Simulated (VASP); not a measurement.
# Mg12B (a cell with a defect) in VASP: a series of runs, part 2 of 3

VASP 6.6.1.

### 3 Relaxation of the atoms, PBEsol

Contents of INCAR:

```
SYSTEM = Mg12B
ALGO = Normal ; EDIFF = 1E-7
EDIFFG = -0.08 ; ENCUT = 520
GGA = PS ; IBRION = 2
ISIF = 2 ; ISMEAR = -1
LASPH = .TRUE. ; LCHARG = .FALSE.
LREAL = .FALSE. ; LWAVE = .FALSE.
NELM = 80 ; NSW = 45
PREC = Accurate ; SIGMA = 0.05
```

Contents of KPOINTS:

```
k-points
0
G
  2 2 2
  0 0 0
```

Contents of POSCAR:

```
Mg12B
1.0
    6.4200000000      0.0000000000      0.0000000000
   -4.8150000000      8.3398250000      0.0000000000
    0.0000000000      0.0000000000      5.2130400000
Mg B
12 1
Direct
    0.0000000000      0.0000000000      0.0000000000
    0.1666667000      0.2222222000      0.5000000000
    0.0000000000      0.3333333000      0.0000000000
    0.1666667000      0.5555556000      0.5000000000
    0.0000000000      0.6666667000      0.0000000000
    0.1666667000      0.8888889000      0.5000000000
    0.5000000000      0.0000000000      0.0000000000
    0.6666667000      0.2222222000      0.5000000000
    0.5000000000      0.3333333000      0.0000000000
    0.6666667000      0.5555556000      0.5000000000
    0.5000000000      0.6666667000      0.0000000000
    0.6666667000      0.8888889000      0.5000000000
    0.8256570000      0.7762507000      0.7470542000
```

Potentials or basis: VASP PAW PBE potentials, release 64 (Mg, B).

Started as:

```
cat potpaw_PBE.64/Mg/POTCAR potpaw_PBE.64/B/POTCAR > POTCAR
mpirun -np 1 vasp_std > vasp.out
```

OUTCAR:

```text
SYSTEM = Mg12B
   EDIFF = 1E-7
   EDIFFG = -0.08
   ENCUT = 520
   GGA = PS
   IBRION = 2
   ISIF = 2
   ISMEAR = -1
   LASPH = .TRUE.
   LREAL = .FALSE.
   NELM = 80
   NSW = 45
   PREC = Accurate

 ion  position               nearest neighbor table
   1  0.000  0.000  0.000-  13 2.29  12 3.20  12 3.20   2 3.20   2 3.20   6 3.20   6 3.20   3 3.21
                             5 3.21   9 3.21  11 3.21   7 3.21   7 3.21
   2  0.167  0.222  0.500-   9 3.20   9 3.20   1 3.20   1 3.20   3 3.20   3 3.20   6 3.21  12 3.21
                             8 3.21   8 3.21  10 3.21   4 3.21
   3  0.000  0.333  0.000-   8 3.20   8 3.20   2 3.20   2 3.20   4 3.20   4 3.20   1 3.21   7 3.21
                             9 3.21   9 3.21  11 3.21   5 3.21
   4  0.167  0.556  0.500-  11 3.20  11 3.20   5 3.20   5 3.20   3 3.20   3 3.20   6 3.21  12 3.21
                            10 3.21  10 3.21   8 3.21   2 3.21
   5  0.000  0.667  0.000-  13 2.30  10 3.20  10 3.20   6 3.20   6 3.20   4 3.20   4 3.20   1 3.21
                             7 3.21  11 3.21  11 3.21   9 3.21   3 3.21
   6  0.167  0.889  0.500-  13 2.29   7 3.20   7 3.20   5 3.20   5 3.20   1 3.20   1 3.20   2 3.21
                             4 3.21   8 3.21  10 3.21  12 3.21  12 3.21
   7  0.500  0.000  0.000-   6 3.20   6 3.20   8 3.20   8 3.20  12 3.20  12 3.20   9 3.21  11 3.21
                             3 3.21   5 3.21   1 3.21   1 3.21
   8  0.667  0.222  0.500-   3 3.20   3 3.20   7 3.20   7 3.20   9 3.20   9 3.20  12 3.21   6 3.21
                             2 3.21   2 3.21   4 3.21  10 3.21
   9  0.500  0.333  0.000-   2 3.20   2 3.20   8 3.20   8 3.20  10 3.20  10 3.20   7 3.21   1 3.21
                             3 3.21   3 3.21   5 3.21  11 3.21
[... 198 lines left out ...]
  ---------------------------------------------------
  free energy    TOTEN  =       -26.12583743 eV

  energy without entropy =      -26.07469721  energy(sigma->0) =      -26.10026732

------------------------ aborting loop because EDIFF is reached ----------------------------------------

  FORCE on cell =-STRESS in cart. coord.  units (eV):
  Direction    XX          YY          ZZ          XY          YZ          ZX
  --------------------------------------------------------------------------------------
  -------------------------------------------------------------------------------------
  Total       -1.6952057      0.2883673      3.5371806      0.0682676     -0.1725453      0.1123049
  in kB       -9.7308317      1.6552879     20.3041488      0.3918701     -0.9904457      0.6446535
  external PRESSURE =       4.0762017 kB  Pullay stress =       0.0000000 kB
[... 222 lines left out ...]
--------------------------------------- Ionic step        6  -------------------------------------------

 number of electron      27.0000000 magnetization

 Free energy of the ion-electron system (eV)
  ---------------------------------------------------
  ext. energy  EPLUGINS =         0.00000000
  ---------------------------------------------------
  free energy    TOTEN  =       -26.24730305 eV

  energy without entropy =      -26.20232207  energy(sigma->0) =      -26.22481256

 E-fermi :   2.6035     XC(G=0):  -8.6573

 val. band max:        2.5831115976   @ k =   0.5000   0.5000   0.0000
 cond. band min:       2.6705389338   @ k =   0.5000   0.5000   0.0000
 fundamental gap:      0.0874273363
 Fermi energy:         2.6034709427

 k-point     1 :       0.0000    0.0000    0.0000
  band No.  band energies     occupation
      1      -5.1779      2.00000
      2      -3.1913      2.00000
      3      -2.2845      2.00000
      4      -1.1718      2.00000
      5      -0.9155      2.00000
      6       0.0471      2.00000
[... 213 lines left out ...]
  FREE ENERGIE OF THE ION-ELECTRON SYSTEM (eV)
  ---------------------------------------------------
  free  energy   TOTEN  =       -26.2473030463 eV

  energy  without entropy=      -26.2023220658  energy(sigma->0) =      -26.22481256

 reached required accuracy - stopping structural energy minimisation
```

Wall time 2.4 min (1 thread of Intel Xeon 6975P-C (Granite Rapids), shared host); peak memory 0.39 GiB.

What came out:

```yaml
Free_energy: -26.2473 eV
Energy_gained_by_relaxing: 9.3 meV/atom
Ionic_steps: 6
Pressure_after_relaxing: 0.0 GPa
Largest_force_after_relaxing: 0.068 eV/Å
Band_gap_on_the_k_mesh: none (metal or under the smearing width)
```

Forces in eV/Å, atoms in the order of the input:
```
Mg  -0.022 -0.031 -0.053
Mg   0.008  0.016  0.007
Mg  -0.006 -0.028 -0.027
Mg   0.002 -0.032 -0.022
Mg  -0.027  0.015 -0.041
Mg  -0.055 -0.003  0.036
Mg  -0.003  0.029  0.020
Mg   0.004  0.026  0.026
Mg  -0.013 -0.013 -0.005
Mg   0.015  0.011  0.036
Mg   0.036 -0.009 -0.018
Mg   0.000 -0.001  0.019
B    0.061  0.020  0.023
```

The path:
| step | energy change (eV) | largest force (eV/Å) | pressure (GPa) |
| --- | --- | --- | --- |
| 1 | 0.0000 | 0.5460 | 0.41 |
| 2 | -0.0607 | 0.3180 | 0.23 |
| 3 | -0.0978 | 0.2521 | 0.01 |
| 4 | -0.1106 | 0.1356 | -0.01 |
| 5 | -0.1166 | 0.1128 | -0.01 |
| 6 | -0.1215 | 0.0679 | 0.03 |

Final structure:
```
CELL_PARAMETERS angstrom
6.42000 0.00000 0.00000
-4.81500 8.33982 0.00000
0.00000 0.00000 5.21304
ATOMIC_POSITIONS crystal
Mg 0.00568 0.00614 0.00262
Mg 0.16934 0.22662 0.49925
Mg 0.99610 0.33144 0.00226
Mg 0.16198 0.54599 0.49004
Mg 0.99908 0.66235 0.00443
Mg 0.17216 0.89520 0.49122
Mg 0.50419 0.00955 0.00989
Mg 0.66996 0.22399 0.49801
Mg 0.49691 0.32862 0.00032
Mg 0.66018 0.54890 0.49676
Mg 0.49288 0.66008 0.00847
Mg 0.66639 0.89345 0.49484
B 0.83080 0.77726 0.74894
```

Levels at points of the mesh, in eV from the Fermi level:
```
           k point  band 9  band 10  band 11  band 12  band 13  band 14  band 15  band 16  band 17  band 18
(0.00, 0.00, 0.00)   -1.74    -1.13    -0.62    -0.35    -0.05     0.17     0.61     0.79     1.12     1.37
(0.50, 0.00, 0.00)   -1.38    -0.84    -0.42    -0.20    -0.19    -0.04     0.15     0.40     0.44     0.93
(0.00, 0.50, 0.00)   -2.03    -1.40    -1.26    -0.72    -0.70    -0.25     0.73     1.12     1.27     1.39
(0.50, 0.50, 0.00)   -1.19    -0.55    -0.30    -0.02     0.07     0.47     0.92     0.96     1.06     1.07
(0.00, 0.00, 0.50)   -2.10    -1.81    -1.47    -1.21    -0.92    -0.59    -0.05     0.89     0.91     1.31
(0.50, 0.00, 0.50)   -1.75    -1.35    -1.07    -0.70    -0.38     0.43     0.57     0.93     0.94     1.94
(0.00, 0.50, 0.50)   -1.81    -1.35    -1.34    -0.99    -0.86    -0.75    -0.71    -0.36     0.43     1.01
(0.50, 0.50, 0.50)   -2.54    -2.24    -2.17    -1.92     0.27     0.97     1.26     1.45     2.33     2.65
```

Caveat: the k mesh is coarse (spacing up to 0.60 Å⁻¹), so the values aren't converged; the PAW data sets were made with another functional, which shifts forces and pressure a little; the relaxation stopped at a loose force limit of 0.08 eV/Å, so its end isn't a converged minimum.

### 4 Single point, PBEsol

Contents of INCAR:

```
SYSTEM = Mg12B
PREC = Accurate
ENCUT = 520
EDIFF = 1E-6
ISMEAR = -1
SIGMA = 0.05
LREAL = .False.
LASPH = .True.
NELM = 60
ALGO = Normal
ISIF = 2
LWAVE = .False.
LCHARG = .False.
GGA = PS
NBANDS = 26
```

Contents of KPOINTS:

```
regular mesh
0
Gamma
  2 2 2
  0 0 0
```

Contents of POSCAR:

```
Mg12B
1.0
    6.4200000000      0.0000000000      0.0000000000
   -4.8150000000      8.3398250000      0.0000000000
    0.0000000000      0.0000000000      5.2130400000
Mg B
12 1
Direct
    0.0574803432     -0.0278662922     -0.1710901892
    0.1680361651      0.2234459356      0.3456332581
   -0.0439403086      0.2988791731     -0.0138115188
    0.2049848951      0.5924824562      0.3499685404
    0.0031600488      0.6205166176     -0.1047373510
    0.2231100928      0.8943233221      0.3300185688
    0.5905598392      0.0134775010     -0.1661410616
    0.5895499642      0.1671258090      0.3867033439
    0.4231394772      0.2692742354     -0.1579308810
    0.6682847107      0.5169652840      0.3753855716
    0.4827314924      0.6536108372     -0.1569909304
    0.6907401662      0.8480273867      0.3355431763
    0.8359728338      0.7307467483      0.6408161073
```

Started as:

```
cat potpaw_PBE.64/Mg/POTCAR potpaw_PBE.64/B/POTCAR > POTCAR
mpirun -np 1 vasp_std > vasp.out
```

Run time: 40 s. Hardware: 1 thread of Intel Xeon 6975P-C (Granite Rapids), shared host; peak memory 0.35 GiB.

The run converged. Its results:

```yaml
Free_energy: -23.9723 eV
Pressure: 2.7 GPa
Largest_force: 1.781 eV/Å
Band_gap_on_the_k_mesh: none (metal or under the smearing width)
```

Forces on the atoms (eV/Å):
```
Mg  -0.445 -0.370  0.229
Mg   0.134 -0.530  0.793
Mg  -0.199  0.882 -1.012
Mg   0.174 -1.122  0.366
Mg  -0.681  0.240 -0.471
Mg  -0.948 -1.226  0.133
Mg  -0.358 -0.980  0.479
Mg   0.776  1.561 -0.365
Mg   0.645  1.087  0.501
Mg  -0.118 -0.229 -0.319
Mg   0.356 -0.456  0.391
Mg   0.322  0.663  0.035
B    0.344  0.480 -0.762
```

Stress tensor (GPa, compression positive):
```
-0.12  2.06  1.96
 2.06  3.83  0.12
 1.96  0.12  4.47
```

Levels at points of the mesh, in eV from the Fermi level:
```csv
k point,band 9,band 10,band 11,band 12,band 13,band 14,band 15,band 16,band 17,band 18
"(0.00, 0.00, 0.00)",-1.72,-1.12,-0.67,-0.45,0.03,0.14,0.65,0.81,1.03,1.16
"(0.50, 0.00, 0.00)",-1.41,-1.03,-0.50,-0.40,-0.21,-0.02,0.07,0.29,0.51,0.97
"(0.00, 0.50, 0.00)",-2.04,-1.40,-1.11,-0.83,-0.66,-0.27,0.63,0.97,1.19,1.51
"(0.50, 0.50, 0.00)",-1.32,-0.58,-0.45,-0.23,-0.05,0.31,0.80,1.03,1.10,1.16
"(0.00, 0.00, 0.50)",-2.23,-1.88,-1.39,-1.17,-1.04,-0.69,0.17,0.87,1.00,1.19
"(0.50, 0.00, 0.50)",-1.80,-1.35,-1.00,-0.77,-0.31,0.30,0.53,0.81,0.91,1.77
"(0.00, 0.50, 0.50)",-1.94,-1.41,-1.31,-1.17,-0.89,-0.83,-0.68,-0.59,0.50,0.99
"(0.50, 0.50, 0.50)",-2.52,-2.23,-1.95,-1.91,0.18,0.73,1.22,1.45,2.19,2.56
```

Caveat: the k mesh is coarse (spacing up to 0.60 Å⁻¹), so the values aren't converged; the PAW data sets were made with another functional, which shifts forces and pressure a little.

(Part 2 of 3 ends here.)
